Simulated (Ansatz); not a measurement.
Crystal: Te2Pt (Moncheite).

```
Pt Te
1.0
     4.01000    0.00000    0.00000
    -2.00500    3.47276    0.00000
     0.00000    0.00000    5.20100
Pt Te
1 2
Direct
  0.00000 0.00000 0.00000
  0.66667 0.33333 0.75000
  0.33333 0.66667 0.25000
```

* Program: Ansatz 0.2.0
* Task: relaxation of cell and atoms
* Functional: PBEsol
* Dispersion: D3(BJ)
* Potentials or basis: Ansatz PAW
* Cutoff: 420 eV (not typed: the program's choice for these potentials)
* k mesh: 8 × 8 × 5
* Occupations: fermi-dirac, width 0.05 eV
* Spin: no spin polarisation

At the start: volume 24.14 Å³/atom.

Problem. Where does the relaxation end?

Solution. It ends after 6 steps and the volume is 23.03 Å³/atom (-4.6 %); space group P-3m1 (No. 164, to 0.05 Å).

The path:
```csv
step,energy change (eV),largest force (eV/Å),volume (Å³)
1,0.0000,0.7480,72.43
2,-0.0821,0.0882,70.21
3,-0.0895,0.0528,68.57
4,-0.0906,0.0099,69.06
5,-0.0907,0.0021,69.08
6,-0.0898,0.0021,69.08
```

Final structure:
```xyz
3
Lattice="4.0051 0.0000 0.0000 -2.0026 3.4685 0.0000 0.0000 0.0000 4.9726" Properties=species:S:1:pos:R:3 pbc="T T T"
Pt    0.0000    0.0000    0.0000
Te    2.0026    1.1562    3.6272
Te    0.0000    2.3124    1.3454
```

Caveat: the plane-wave basis is chosen anew once the cell has moved, so the energies of steps on either side of that aren't comparable; the PAW data sets come from PBE, with cores solved anew for the run's functional, which leaves a small shift of forces and pressure.
